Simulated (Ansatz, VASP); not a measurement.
TePb: VASP beside Ansatz

File INCAR:

```
SYSTEM = TePb
PREC = Accurate
ENCUT = 520
EDIFF = 1E-8
ISMEAR = -1
SIGMA = 0.08
LREAL = .False.
LASPH = .True.
NELM = 100
ALGO = Normal
ISIF = 2
LWAVE = .False.
LCHARG = .False.
GGA = PE
LEFG = .True.
NBANDS = 17
```

Contents of KPOINTS:

```
Automatic mesh
0
Gamma
  11 11 11
  0 0 0
```

File POSCAR:

```
TePb
1.0
    0.0000000000      3.1833865456      3.1833865456
    3.1833865456      0.0000000000      3.1833865456
    3.1833865456      3.1833865456      0.0000000000
Te Pb
1 1
Direct
    0.5000000000      0.5000000000      0.5000000000
    0.0000000000      0.0000000000      0.0000000000
```

Input for Ansatz:

```yaml
crystal:
  lattice:
    - [0.0, 3.1833865456, 3.1833865456]
    - [3.1833865456, 0.0, 3.1833865456]
    - [3.1833865456, 3.1833865456, 0.0]
  atoms:
    - { symbol: Te, position: [0.5, 0.5, 0.5] }
    - { symbol: Pb, position: [0.0, 0.0, 0.0] }
kpoints:
  mp_grid: { grid: [11, 11, 11] }
scf:
  occupations: { method: fermi_dirac, width: 0.08 }
hamiltonian:
  xc: pbe
  pseudopotentials: { kind: paw }
output:
  forces: true
  stress: true
  eigenvalues: true
  efg: { contact_densities: true }
```

Change from the starting cell: volume scaled by 0.96, PAW files.

Alike in both runs: task electric field gradients; functional PBE; k mesh 11 × 11 × 11; occupations fermi-dirac, width 0.08 eV; no spin polarisation.

```csv
,VASP,Ansatz
version,VASP 6.6.1,Ansatz 0.2.0
potentials or method,"VASP PAW PBE potentials, release 64 (Te, Pb_d)","PAW with Ansatz's default frozen-core files, scalar-relativistic"
plane-wave cutoff (eV),520,420
valence electrons in the cell,20,30
```

VASP gave:

- pressure (GPa): 4.4
- Vzz of the field gradient on the site that differs most (V/Å²): 0.0

Question: Estimate Ansatz's values.

Answer: Pressure (GPa): 4.5; Vzz of the field gradient on the site that differs most (V/Å²): 0.0.

The two sets of potentials don't hold the same shells in valence. Ansatz warned: «gradients_without_spin_orbit».

Spin-orbit coupling is left out, which matters for the levels of Pb, Te.
